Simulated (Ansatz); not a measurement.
This run works on a generated trial structure, not on a known crystal.

Input and command of a plane-wave DFT calculation in Ansatz:

```yaml
crystal:
  lattice:
    - [-2.93164373, 2.93164373, 4.4557991]
    - [2.93164373, -2.93164373, 4.4557991]
    - [2.93164373, 2.93164373, -4.4557991]
  atoms:
    - { symbol: Ga, position: [0.76507644, 0.55131938, 0.78624294] }
    - { symbol: Ga, position: [0.76507644, 0.97883349, 0.21375706] }
    - { symbol: Ga, position: [0.55131938, 0.76507644, 0.78624294] }
    - { symbol: Ga, position: [0.97883349, 0.76507644, 0.21375706] }
    - { symbol: Ga, position: [0.56172324, 0.06172324, 0.5] }
    - { symbol: Ga, position: [0.06172324, 0.56172324, 0.5] }
    - { symbol: As, position: [0.79785642, 0.29785642, 0.5] }
    - { symbol: As, position: [0.29785642, 0.79785642, 0.5] }
basis:
  ecutwfc: 420
kpoints:
  mp_grid: { grid: [4, 4, 4] }
hamiltonian:
  xc: pbe
scf:
  occupations: { method: gaussian, width: 0.2 }
  lower_state_search: "off"
output:
  forces: true
  stress: true
  eigenvalues: true
relax:
  adjacent_minimum: "off"
  f_tol: 0.08
  max_steps: 16
  cell: { stress_tol: 0.8 }
```

```bash
ansatz run input.yaml --threads 1 --pin off --max-ram 2560MiB --backend cpu --events-out ev --progress --plain --runs-dir out
```

Processor: Intel(R) Xeon(R) 6975P-C (Granite Rapids), 1 thread, on a host shared with other jobs.

Problem. Estimate time, memory and problem size.

Solution. About 110 s, peak memory 0.63 GiB. It solves 65 bands at 13 k points (after reduction by symmetry) with about 5743 plane waves (on the last cell), in 100 SCF iterations over 14 ionic steps.
